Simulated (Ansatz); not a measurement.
# InSe: further runs on the relaxed cell

The task, for InSe: fit an equation of state.

The COD entry's cell or inner coordinates are ideal or old and differ from later refinements, so a difference from it is no clean test against experiment.

Method: DFT r2SCAN, scalar-relativistic, plane waves, PAW, in Ansatz 0.2.0.

### Step 1. The system as given

The structure is trigonal, space group R3m (No. 160). The conventional cell has a = 4.044 Å, b = 4.044 Å, c = 26.046 Å, α = 90.00°, β = 90.00°, γ = 120.00°. In (site symmetry 3m) has 3 Se at 2.65 Å and 1 In at 2.80 Å as nearest neighbours. Around Se (site symmetry 3m) lie 3 In at 2.65 Å.

Structure file:

```cif
data_structure
_symmetry_space_group_name_H-M 'P 1'
_symmetry_Int_Tables_number 1
_cell_length_a 8.9904
_cell_length_b 8.9904
_cell_length_c 8.9904
_cell_angle_alpha 25.994
_cell_angle_beta 25.994
_cell_angle_gamma 25.994
_cell_volume 122.95
loop_
_atom_site_label
_atom_site_type_symbol
_atom_site_fract_x
_atom_site_fract_y
_atom_site_fract_z
_atom_site_occupancy
In1 In 0.00195 0.00195 0.00195 1
In2 In 0.10938 0.10938 0.10938 1
Se1 Se 0.62033 0.62033 0.62033 1
Se2 Se 0.82434 0.82434 0.82434 1
```

This cell was relaxed beforehand with the same method: volume 30.74 Å³/atom, gap on the mesh 1.03 eV.

### Step 2. Volume × 0.97

The input, input.yaml:

```yaml
crystal:
  lattice:
    - [2.0015135185, 1.1555743687, 8.5942419544]
    - [-2.0015135185, 1.1555743687, 8.5942419544]
    - [0.0, -2.3111487374, 8.5942419544]
  atoms:
    - { symbol: In, position: [0.0019511871, 0.0019511871, 0.0019511871] }
    - { symbol: In, position: [0.1093762418, 0.1093762418, 0.1093762418] }
    - { symbol: Se, position: [0.6203301761, 0.6203301761, 0.6203301761] }
    - { symbol: Se, position: [0.8243423951, 0.8243423951, 0.8243423951] }
basis:
  ecutwfc: 500
kpoints:
  mp_grid: { grid: [9, 9, 9] }
hamiltonian:
  xc: r2scan
scf:
  occupations: { method: gaussian, width: 0.02 }
output:
  forces: true
  stress: true
  eigenvalues: true
relax:
  adjacent_minimum: "off"
  f_tol: 0.01
  max_steps: 30
  cell: { stress_tol: 0.1, fix: [volume] }
```

Command:

```
ansatz run input.yaml --threads 4 --pin off --max-ram 10240MiB --backend cpu --events-out ev --progress --plain --runs-dir out
```

### Step 3. Point at V/V0 = 1.03

Edit input.yaml of step 2 so:

```diff
@@ -2,5 +2,5 @@
   lattice:
-    - [2.0015135185, 1.1555743687, 8.5942419544]
-    - [-2.0015135185, 1.1555743687, 8.5942419544]
-    - [0.0, -2.3111487374, 8.5942419544]
+    - [2.041959032, 1.1789255968, 8.7679097941]
+    - [-2.041959032, 1.1789255968, 8.7679097941]
+    - [0.0, -2.3578511936, 8.7679097941]
   atoms:
@@ -22,2 +22,6 @@
   eigenvalues: true
+  write_density: true
+  write_potential: true
+  elf: true
+  volumetric_format: npy
 relax:
```

### Step 4. Volume × 0.94

The input, input.yaml:

```yaml
crystal:
  lattice:
    - [1.9916067836, 1.1498547127, 8.4115020933]
    - [-1.9916067836, 1.1498547127, 8.4115020933]
    - [0.0, -2.2997094253, 8.4115020933]
  atoms:
    - { symbol: In, position: [0.0009743525, 0.0009743525, 0.0009743525] }
    - { symbol: In, position: [0.1103653552, 0.1103653552, 0.1103653552] }
    - { symbol: Se, position: [0.6180802016, 0.6180802016, 0.6180802016] }
    - { symbol: Se, position: [0.8265800908, 0.8265800908, 0.8265800908] }
basis:
  ecutwfc: 500
kpoints:
  mp_grid: { grid: [9, 9, 9] }
hamiltonian:
  xc: r2scan
scf:
  occupations: { method: gaussian, width: 0.02 }
output:
  forces: true
  stress: true
  eigenvalues: true
relax:
  adjacent_minimum: "off"
  f_tol: 0.01
  max_steps: 30
  cell: { stress_tol: 0.1, fix: [volume] }
```

### Step 5. The cell scaled to 1.06 of its volume

The input, input.yaml:

```yaml
crystal:
  lattice:
    - [2.0480088234, 1.1824184455, 8.9700552073]
    - [-2.0480088234, 1.1824184455, 8.9700552073]
    - [0.0, -2.364836891, 8.9700552073]
  atoms:
    - { symbol: In, position: [0.0031059963, 0.0031059963, 0.0031059963] }
    - { symbol: In, position: [0.108221067, 0.108221067, 0.108221067] }
    - { symbol: Se, position: [0.6227643374, 0.6227643374, 0.6227643374] }
    - { symbol: Se, position: [0.8219085994, 0.8219085994, 0.8219085994] }
basis:
  ecutwfc: 500
kpoints:
  mp_grid: { grid: [9, 9, 9] }
hamiltonian:
  xc: r2scan
scf:
  occupations: { method: gaussian, width: 0.02 }
output:
  forces: true
  stress: true
  eigenvalues: true
relax:
  adjacent_minimum: "off"
  f_tol: 0.01
  max_steps: 30
  cell: { stress_tol: 0.1, fix: [volume] }
```

(Steps that only read results are left out.)

Q: Predict the outcome of this session. Wanted: equilibrium volume of the fit; bulk modulus.

As calculated:

| quantity | value |
| --- | --- |
| equilibrium volume of the fit | 30.78 Å³/atom |
| bulk modulus | 14 GPa |
| its pressure derivative | 18.6 |

The fit puts the minimum at 30.78 Å³/atom with B = 14 GPa and B' = 18.6. B' = 18.6 lies outside the usual range of about 3 to 6, so take the fit with care. The gap on the mesh goes from 0.99 eV at the smallest volume to 1.25 eV at the largest.
